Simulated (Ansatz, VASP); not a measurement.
SiO2 in VASP and in Ansatz

```xyz
6
Lattice="-2.5465 2.5465 3.7031 2.5465 -2.5465 3.7031 2.5465 2.5465 -3.7031" Properties=species:S:1:pos:R:3 pbc="T T T"
Si    0.0000    0.0000    0.0000
Si    0.0000    2.5465    1.8516
O     1.2732    2.9540    2.7774
O     0.4075    1.2732    0.9258
O    -1.2732    2.1390    2.7774
O    -0.4075    3.8197    0.9258
```

Alike in both runs: functional PBE; k mesh 6 × 6 × 6; occupations gaussian, width 0.02 eV; no spin polarisation.

Ansatz relaxed the structure, and its values are those at the end. VASP's run is a single point on that final structure, the one shown.

|  | VASP | Ansatz |
| --- | --- | --- |
| version | VASP 6.6.1 | Ansatz 0.2.0 |
| potentials or method | VASP PAW PBE potentials, release 64 (Si, O) | scalar-relativistic, plane waves, PAW |
| plane-wave cutoff (eV) | 520 | 420 |
| valence electrons in the cell | 32 | 32 |

|  | VASP | Ansatz | Ansatz less VASP |
| --- | --- | --- | --- |
| gap on the k mesh at the Fermi level (eV) | 5.63 | 5.63 | +0.001 |
| least direct gap on the mesh (eV) | 5.63 | 5.63 | +0.001 |
| pressure (GPa) | -0.6 | -0.7 | -0.07 |

With one functional, cell and mesh, what is left measures potentials, basis and numerics.

A k mesh can miss the band edges. PBE gaps usually lie below the measured ones, often by a third to a half.
